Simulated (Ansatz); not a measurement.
What a change of settings does to a run on Bi

The cell is a measured one (Crystallography Open Database entry 8100521); the temperature and pressure of the measurement aren't taken into account, and nothing was relaxed.

First run: DFT, PBE, all-electron LAPW, scalar-relativistic (Ansatz 0.2.0).

Command: `ansatz run input.yaml --threads 1 --pin off --max-ram 2048MiB --backend cpu --events-out ev --progress --plain --runs-dir out` The run took 85 s on 1 thread of Arm Neoverse V2, with other jobs on the host, peak memory 0.91 GiB.

```yaml
crystal:
  lattice:
    - [3.33628, -3.0554, 0.0]
    - [3.33628, 3.0554, 0.0]
    - [-1.15098, 0.0, 3.09291]
  atoms:
    - { symbol: Bi, position: [0.2518, 0.2518, 0.149] }
    - { symbol: Bi, position: [0.7482, 0.7482, 0.851] }
kpoints:
  mp_grid: { grid: [8, 8, 11] }
scf:
  occupations: { method: fermi_dirac, width: 0.05 }
hamiltonian:
  xc: pbe
  pseudopotentials:
    kind: all_electron
    lapw: { basis_error: 0.00025 }
    nuclear_model: point
output:
  forces: true
  stress: true
  eigenvalues: true
```

Result: converged; pressure 4.10 GPa; largest force 0.068 eV/Å; no gap on the k mesh; 7 SCF iterations.

Spin–orbit coupling is left out, though it moves levels of the heavy atoms by tenths of an eV or more.

The input is then changed:

```diff
@@ -8,7 +8,7 @@
     - { symbol: Bi, position: [0.7482, 0.7482, 0.851] }
 kpoints:
-  mp_grid: { grid: [8, 8, 11] }
+  mp_grid: { grid: [10, 10, 14] }
 scf:
-  occupations: { method: fermi_dirac, width: 0.05 }
+  occupations: { method: tetrahedron_uncorrected }
 hamiltonian:
   xc: pbe
```

Task: Predict the outcome of the changed run.

Result: It converged; energy at zero smearing +50.9 meV/atom from the first run; pressure 4.43 GPa; largest force 0.074 eV/Å; no gap on the k mesh; 9 SCF iterations.
